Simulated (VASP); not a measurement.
# V (Im-3m) in VASP: settings compared

Aim: see how the results for V move with the level of theory and the settings. Levels: PBE+D3(BJ), PBEsol. Tasks: relaxation of cell and atoms.

Program: VASP 6.6.1. These are calculated values, not measurements. Logs are shortened: lines on timing, memory, paths and dates and some standing lists are left out, and cuts for length are marked.

### Step 1. The crystal as given

Symmetry: Im-3m, No. 229, cubic system. Conventional cell: a = 3.026 Å, b = 3.026 Å, c = 3.026 Å, α = 90.00°, β = 90.00°, γ = 90.00°. Around V (site symmetry m-3m) lie 8 V at 2.62 Å.

### Step 2. Relaxation of cell and atoms, PBE+D3(BJ)

INCAR

```
SYSTEM = V
  ALGO = Normal
  EDIFF = 1E-7
  EDIFFG = -0.005
  ENCUT = 600
  GGA = PE
  IBRION = 2
  ISIF = 3
  ISMEAR = 0
  IVDW = 12
  LASPH = .TRUE.
  LCHARG = .FALSE.
  LREAL = .FALSE.
  LWAVE = .FALSE.
  NELM = 100
  NSW = 90
  PREC = Accurate
  SIGMA = 0.1
```

KPOINTS

```
k-points
0
G
  20 20 20
  0 0 0
```

POSCAR

```
V
1.0
   -1.5129450000      1.5129450000      1.5129450000
    1.5129450000     -1.5129450000      1.5129450000
    1.5129450000      1.5129450000     -1.5129450000
V
1
Direct
    0.0000000000      0.0000000000      0.0000000000
```

Potentials or basis: VASP PAW PBE potentials, release 64 (V_sv).

The run is started by

```sh
cat potpaw_PBE.64/V_sv/POTCAR > POTCAR
mpirun -np 1 vasp_std > vasp.out
```

OUTCAR:

```text
SYSTEM = V
   EDIFF = 1E-7
   EDIFFG = -0.005
   ENCUT = 600
   GGA = PE
   IBRION = 2
   ISIF = 3
   ISMEAR = 0
   IVDW = 12
   LASPH = .TRUE.
   LREAL = .FALSE.
   NELM = 100
   NSW = 90
   PREC = Accurate
 IVDW          = 12

 ion  position               nearest neighbor table
   1  0.000  0.000  0.000-

  LATTYP: Found a body centered cubic cell.
 ALAT       =     3.0258900000

  Lattice vectors:

 A1 = (  -1.5129450000,   1.5129450000,   1.5129450000)
 A2 = (   1.5129450000,  -1.5129450000,   1.5129450000)
 A3 = (   1.5129450000,   1.5129450000,  -1.5129450000)

Analysis of symmetry for initial positions (statically):
=====================================================================
 Subroutine PRICEL returns:
 Original cell was already a primitive cell.

 Routine SETGRP: Setting up the symmetry group for a
 body centered cubic supercell.

 Subroutine GETGRP returns: Found 48 space group operations
 (whereof 48 operations were pure point group operations)
 out of a pool of 48 trial point group operations.

The static configuration has the point symmetry O_h .

Analysis of symmetry for dynamics (positions and initial velocities):
=====================================================================
 Subroutine PRICEL returns:
 Original cell was already a primitive cell.

 Routine SETGRP: Setting up the symmetry group for a
 body centered cubic supercell.

 Subroutine GETGRP returns: Found 48 space group operations
 (whereof 48 operations were pure point group operations)
 out of a pool of 48 trial point group operations.

The dynamic configuration has the point symmetry O_h .

 Subroutine INISYM returns: Found 48 space group operations
 (whereof 48 operations are pure point group operations),
 and found     1 'primitive' translations

----------------------------------------------------------------------------------------

                                     Primitive cell

  volume of cell :      13.8525

  direct lattice vectors                    reciprocal lattice vectors
    -1.512945000  1.512945000  1.512945000     0.000000000  0.330481280  0.330481280
     1.512945000 -1.512945000  1.512945000     0.330481280  0.000000000  0.330481280
     1.512945000  1.512945000 -1.512945000     0.330481280  0.330481280  0.000000000

  length of vectors
     2.620497609  2.620497609  2.620497609     0.467371108  0.467371108  0.467371108

  position of ions in fractional coordinates (direct lattice)
     0.000000000  0.000000000  0.000000000

  ion indices of the primitive-cell ions
   primitive index   ion index
                 1           1

----------------------------------------------------------------------------------------

 KPOINTS: k-points

Automatic generation of k-mesh.
 Grid dimensions read from file:
 generate k-points for:   20   20   20

 Generating k-lattice:

  Cartesian coordinates                     Fractional coordinates (reciprocal lattice)
     0.000000000  0.016524064  0.016524064     0.050000000  0.000000000  0.000000000
     0.016524064  0.000000000  0.016524064     0.000000000  0.050000000  0.000000000
     0.016524064  0.016524064  0.000000000     0.000000000  0.000000000  0.050000000

  Length of vectors
     0.023368555  0.023368555  0.023368555

  Shift w.r.t. Gamma in fractional coordinates (k-lattice)
     0.000000000  0.000000000  0.000000000

 Subroutine IBZKPT returns following result:
 ===========================================

 Found    256 irreducible k-points:

 Following reciprocal coordinates:
            Coordinates               Weight
  0.000000  0.000000  0.000000      1.000000
  0.050000  0.000000  0.000000     12.000000
  0.100000  0.000000  0.000000     12.000000
  0.150000  0.000000  0.000000     12.000000
  0.200000  0.000000  0.000000     12.000000
  0.250000  0.000000  0.000000     12.000000
[... 16 lines left out ...]
  0.200000  0.100000 -0.000000     48.000000
  0.250000  0.100000 -0.000000     48.000000
 [... further k-points ...]
   k-points           NKPTS =    256   k-points in BZ     NKDIM =    256   number of bands    NBANDS=     10
   number of dos      NEDOS =    301   number of ions     NIONS =      1
   total plane-waves  NPLWV =  13824
   dimension x,y,z NGX =    24 NGY =   24 NGZ =   24
   dimension x,y,z NGXF=    48 NGYF=   48 NGZF=   48
   ions per type =               1
   NGX,Y,Z   is equivalent  to a cutoff of  15.23, 15.23, 15.23 a.u.
   NGXF,Y,Z  is equivalent  to a cutoff of  30.45, 30.45, 30.45 a.u.
 SYSTEM =  V
   PREC   = accura    normal or accurate (medium, high low for compatibility)
   ISTART =      0    job   : 0-new  1-cont  2-samecut
   ICHARG =      2    charge: 1-file 2-atom 10-const
   ISPIN  =      1    spin polarized calculation?
   LNONCOLLINEAR =      F non collinear calculations
   LSORBIT =      F    spin-orbit coupling
   LASPH  =      T    aspherical Exc in radial PAW
   ENCUT  =  600.0 eV  44.10 Ry    6.64 a.u.   5.23  5.23  5.23*2*pi/ulx,y,z
   NELM   =    100;   NELMIN=  2; NELMDL= -5     # of ELM steps
   EDIFF  = 0.1E-06   stopping-criterion for ELM
   LREAL  =      F    real-space projection
   EDIFFG = -.5E-02   stopping-criterion for IOM
   NSW    =     90    number of steps for IOM
   IBRION =      2    ionic relax: 0-MD 1-quasi-New 2-CG
   NFREE  =      1    steps in history (QN), initial steepest desc. (CG)
   ISIF   =      3    stress and relaxation
   ISYM   =      2    0-nonsym 1-usesym 2-fastsym
   POTIM  = 0.5000    time-step for ionic-motion
   TEBEG  =    0.0;   TEEND  =   0.0 temperature during run
   PSTRESS=    0.0 pullay stress
   NELECT =      13.0000    total number of electrons
   NUPDOWN=      -1.0000    fix difference up-down
   EMIN   =  10.00;   EMAX   =-10.00  energy-range for DOS
   EFERMI =   0.00;   METHOD = LEGACY
   ISMEAR =     0;   SIGMA  =   0.10  broadening in eV -4-tet -1-fermi 0-gaus
   EFERMI_NEDOS =   21; number of points for ismear=-14 and -15
   IALGO  =     38    algorithm
   IMIX   =      4    mixing-type and parameters
     AMIX     =   0.40;   BMIX     =  1.00
     AMIX_MAG =   1.60;   BMIX_MAG =  1.00
  volume/ion in A,a.u.               =      13.85        93.48
  Fermi-wavevector in a.u.,A,eV,Ry     =   1.602801  3.028854 34.952953  2.568970
  Thomas-Fermi vector in A             =   2.699564
   LORBIT       =      0    0 simple, 1 ext, 2 COOP (PROOUT), +10 PAW based schemes
   GGA     = PE    functional components
   LHFCALC =     F    Hartree Fock is set to
   AEXX    =    0.0000 exact exchange contribution
   IVDW    =    12    specifies the selected vdW correction
   LEPSILON=     F    determine dielectric tensor
   LRPA    =     F    only Hartree local field effects (RPA)
 conjugate gradient relaxation of ions
 non-spin polarized calculation
 Gauss-broadening in eV      SIGMA  =   0.10
  energy-cutoff  :      600.00
  volume of cell :       13.85
 maximum number of plane-waves:       476
 NGX is ok and might be reduce to    24
   NGX = 11   NGY = 11   NGZ = 11

--------------------------------------- Ionic step        1  -------------------------------------------

 number of electron      13.0000003 magnetization

 Free energy of the ion-electron system (eV)
  ---------------------------------------------------
  ext. energy  EPLUGINS =         0.00000000
  ---------------------------------------------------
  free energy    TOTEN  =        -8.99114155 eV

  energy without entropy =       -8.98210869  energy(sigma->0) =       -8.98662512

 E-fermi :   9.3587     XC(G=0): -12.7538

 val. band max:        9.3581499549   @ k =   0.3500   0.1500   0.1000
 cond. band min:       9.3669435180   @ k =  -0.3000   0.3000   0.1500
 fundamental gap:      0.0087935631
 Fermi energy:         9.3587395390

 k-point     1 :       0.0000    0.0000    0.0000
  band No.  band energies     occupation
      1     -54.3955      2.00000
      2     -27.7395      2.00000
      3     -27.7395      2.00000
      4     -27.7395      2.00000
      5       2.8382      2.00000
      6       9.7648      0.00000
      7       9.7648      0.00000
      8       9.7648      0.00000
      9      11.7044      0.00000
     10      11.7044      0.00000

 k-point     2 :       0.0500    0.0000    0.0000
  band No.  band energies     occupation
      1     -54.3912      2.00000
      2     -27.7604      2.00000
      3     -27.7459      2.00000
      4     -27.7396      2.00000
      5       2.9370      2.00000
      6       9.7232      0.00000
      7       9.7565      0.00000
      8       9.8342      0.00000
      9      11.6559      0.00000
     10      11.7071      0.00000

 k-point     3 :       0.1000    0.0000    0.0000
  band No.  band energies     occupation
      1     -54.3788      2.00000
      2     -27.8211      2.00000
      3     -27.7646      2.00000
      4     -27.7400      2.00000
      5       3.2273      2.00000
      6       9.6045      0.00051
      7       9.7209      0.00000
      8      10.0389      0.00000
      9      11.5370      0.00000
     10      11.7162      0.00000
[... 368 lines left out ...]
 VOLUME and BASIS-vectors are now :
 -----------------------------------------------------------------------------
  energy-cutoff  :      600.00
  volume of cell :       12.88
      direct lattice vectors                 reciprocal lattice vectors
    -1.476735212  1.476735212  1.476735212     0.000000000  0.338584735  0.338584735
     1.476735212 -1.476735212  1.476735212     0.338584735  0.000000000  0.338584735
     1.476735212  1.476735212 -1.476735212     0.338584735  0.338584735  0.000000000

 POSITION                                       TOTAL-FORCE (eV/Angst)
 -----------------------------------------------------------------------------------
      0.00000      0.00000     -0.00000        -0.000000      0.000000      0.000000
 -----------------------------------------------------------------------------------
    total drift:                                0.000000      0.000000      0.000000

  FREE ENERGIE OF THE ION-ELECTRON SYSTEM (eV)
  ---------------------------------------------------
  free  energy   TOTEN  =        -9.6926866482 eV

  energy  without entropy=       -9.6842577835  energy(sigma->0) =       -9.68847222

--------------------------------------- Ionic step        4  -------------------------------------------

 number of electron      12.9999998 magnetization

 Free energy of the ion-electron system (eV)
  ---------------------------------------------------
  ext. energy  EPLUGINS =         0.00000000
  ---------------------------------------------------
  free energy    TOTEN  =        -8.98019482 eV

  energy without entropy =       -8.97177704  energy(sigma->0) =       -8.97598593

 E-fermi :  10.2894     XC(G=0): -13.1570

 val. band max:       10.2757479601   @ k =  -0.2000   0.2500   0.0500
 cond. band min:      10.2907036701   @ k =   0.3000   0.0000   0.0000
 fundamental gap:      0.0149557099
 Fermi energy:        10.2893937849

 k-point     1 :       0.0000    0.0000    0.0000
  band No.  band energies     occupation
      1     -53.3781      2.00000
      2     -26.5988      2.00000
      3     -26.5988      2.00000
      4     -26.5988      2.00000
      5       3.6119      2.00000
      6      10.7112      0.00000
      7      10.7112      0.00000
      8      10.7112      0.00000
      9      12.8397      0.00000
     10      12.8397      0.00000

 k-point     2 :       0.0500    0.0000    0.0000
  band No.  band energies     occupation
      1     -53.3724      2.00000
      2     -26.6255      2.00000
      3     -26.6068      2.00000
      4     -26.5990      2.00000
      5       3.7178      2.00000
      6      10.6646      0.00000
      7      10.7019      0.00000
      8      10.7880      0.00000
      9      12.7844      0.00000
     10      12.8426      0.00000

 k-point     3 :       0.1000    0.0000    0.0000
  band No.  band energies     occupation
      1     -53.3558      2.00000
      2     -26.7025      2.00000
      3     -26.6301      2.00000
      4     -26.5996      2.00000
      5       4.0279      2.00000
      6      10.5319      0.00060
      7      10.6617      0.00000
      8      11.0145      0.00000
      9      12.6498      0.00000
     10      12.8526      0.00000
[... 290 lines left out ...]
 VOLUME and BASIS-vectors are now :
 -----------------------------------------------------------------------------
  energy-cutoff  :      600.00
  volume of cell :       12.86
      direct lattice vectors                 reciprocal lattice vectors
    -1.476011016  1.476011016  1.476011016     0.000000000  0.338750859  0.338750859
     1.476011016 -1.476011016  1.476011016     0.338750859  0.000000000  0.338750859
     1.476011016  1.476011016 -1.476011016     0.338750859  0.338750859  0.000000000

 POSITION                                       TOTAL-FORCE (eV/Angst)
 -----------------------------------------------------------------------------------
     -1.47601      1.47601      1.47601         0.000000     -0.000000      0.000000
 -----------------------------------------------------------------------------------
    total drift:                               -0.000000     -0.000000      0.000000

  FREE ENERGIE OF THE ION-ELECTRON SYSTEM (eV)
  ---------------------------------------------------
  free  energy   TOTEN  =        -9.6927054189 eV

  energy  without entropy=       -9.6842876394  energy(sigma->0) =       -9.68849653

 reached required accuracy - stopping structural energy minimisation
```

It took 48 s on 1 thread of Intel Xeon Platinum 8488C (Sapphire Rapids), shared host; peak memory 0.2 GiB.

What came out:

| Item | Value |
| --- | --- |
| Free energy | -9.6927 eV |
| Relaxed volume | 12.86 Å³/atom |
| Relaxed cell | a = 2.557 Å, b = 2.557 Å, c = 2.557 Å, α = 109.47°, β = 109.47°, γ = 109.47° |
| Space group after relaxing (to 0.05 Å) | Im-3m (No. 229) |
| Energy gained by relaxing | 42.0 meV/atom |
| Ionic steps | 4 |
| Pressure after relaxing | 0.0 GPa |
| Band gap on the k mesh | none (metal or under the smearing width) |
| Dispersion energy per atom | -0.713 eV |

Step by step:
```csv
step,energy change (eV),largest force (eV/Å),pressure (GPa),volume (Å³)
1,0.0000,0.0000,-12.79,13.85
2,0.0266,0.0000,21.23,11.75
3,-0.0420,0.0000,-0.29,12.88
4,-0.0420,0.0000,0.00,12.86
```

Final structure:
```
V
1.0
    -1.47601    1.47601    1.47601
     1.47601   -1.47601    1.47601
     1.47601    1.47601   -1.47601
V
1
Direct
  0.00000 0.00000 0.00000
```

Levels at points of the mesh, in eV from the Fermi level:
```csv
k point,band 2,band 3,band 4,band 5,band 6,band 7,band 8,band 9,band 10
"(0.00, 0.00, 0.00)",-36.89,-36.89,-36.89,-6.68,0.42,0.42,0.42,2.55,2.55
"(0.50, 0.00, 0.00)",-37.93,-37.21,-36.90,-3.33,-1.22,1.82,2.56,2.94,4.37
"(0.50, 0.50, 0.50)",-37.59,-37.59,-37.59,-3.21,-3.21,3.95,3.95,3.95,10.65
```

Caveat: pairwise dispersion overbinds metals, which lowers pressure and volume.

### Step 3. Relaxation of cell and atoms, PBEsol

Changes to INCAR since step 2:

```diff
@@ -4,4 +4,4 @@
   EDIFFG = -0.005
-  ENCUT = 600
-  GGA = PE
+  ENCUT = 300
+  GGA = PS
   IBRION = 2
@@ -9,3 +9,2 @@
   ISMEAR = 0
-  IVDW = 12
   LASPH = .TRUE.
```

KPOINTS is that of step 2.

POSCAR is that of step 2.

Potentials or basis: VASP PAW PBE potentials, release 64 (V_sv).

The run is started by

```sh
cat potpaw_PBE.64/V_sv/POTCAR > POTCAR
mpirun -np 1 vasp_std > vasp.out
```

Run time: 17 s. Hardware: 1 thread of Intel Xeon Platinum 8488C (Sapphire Rapids), shared host; peak memory 0.13 GiB.

The run converged, but some of its settings lie outside the range that counts as converged, so its numbers aren't taken as properties of the crystal.

Results:

- Free energy: -9.6504 eV
- Relaxed volume: 12.96 Å³/atom
- Relaxed cell: a = 2.563 Å, b = 2.563 Å, c = 2.563 Å, α = 109.47°, β = 109.47°, γ = 109.47°
- Space group after relaxing (to 0.05 Å): Im-3m (No. 229)
- Energy gained by relaxing: 35.2 meV/atom
- Ionic steps: 4
- Band gap on the k mesh: none (metal or under the smearing width)

Caveat: the cutoff is under 1.25 times the usual one of these potentials, so pressure, stress and relaxed cells hold a basis-set (Pulay) error; the PAW data sets were made with another functional, which shifts forces and pressure a little.

### Step 4. Relaxation of cell and atoms, PBEsol

Changes to INCAR since step 3:

```diff
@@ -4,3 +4,3 @@
   EDIFFG = -0.005
-  ENCUT = 300
+  ENCUT = 600
   GGA = PS
```

KPOINTS

```
k-points
0
G
  8 8 8
  0 0 0
```

POSCAR is that of step 3.

The run is started by

```sh
cat potpaw_PBE.64/V_sv/POTCAR > POTCAR
mpirun -np 1 vasp_std > vasp.out
```

Wall time 8.8 s (1 thread of Intel Xeon Platinum 8488C (Sapphire Rapids), shared host); peak memory 0.14 GiB.

Results (log left out):

* Free energy: -9.6579 eV
* Relaxed volume: 12.86 Å³/atom
* Relaxed cell: a = 2.557 Å, b = 2.557 Å, c = 2.557 Å, α = 109.47°, β = 109.47°, γ = 109.47°
* Space group after relaxing (to 0.05 Å): Im-3m (No. 229)
* Energy gained by relaxing: 41.7 meV/atom
* Ionic steps: 4
* Pressure after relaxing: 0.0 GPa
* Band gap on the k mesh: none (metal or under the smearing width)

Step by step:
| step | energy change (eV) | largest force (eV/Å) | pressure (GPa) | volume (Å³) |
| --- | --- | --- | --- | --- |
| 1 | 0.0000 | 0.0000 | -12.66 | 13.85 |
| 2 | 0.0263 | 0.0000 | 21.60 | 11.77 |
| 3 | -0.0417 | 0.0000 | -0.29 | 12.88 |
| 4 | -0.0417 | 0.0000 | 0.01 | 12.86 |

Final structure:
```
V
1.0
    -1.47607    1.47607    1.47607
     1.47607   -1.47607    1.47607
     1.47607    1.47607   -1.47607
V
1
Direct
  0.00000 0.00000 0.00000
```

Levels at points of the mesh, in eV from the Fermi level:
```csv
k point,band 4,band 5,band 6,band 7,band 8,band 9
"(0.00, 0.00, 0.00)",-36.72,-6.70,0.44,0.44,0.44,2.56
"(0.50, 0.00, 0.00)",-36.73,-3.34,-1.21,1.81,2.58,2.96
"(0.50, 0.50, 0.50)",-37.43,-3.22,-3.22,4.00,4.00,4.00
```

Caveat: the k mesh is coarse (spacing up to 0.37 Å⁻¹), so the values aren't converged; the PAW data sets were made with another functional, which shifts forces and pressure a little.
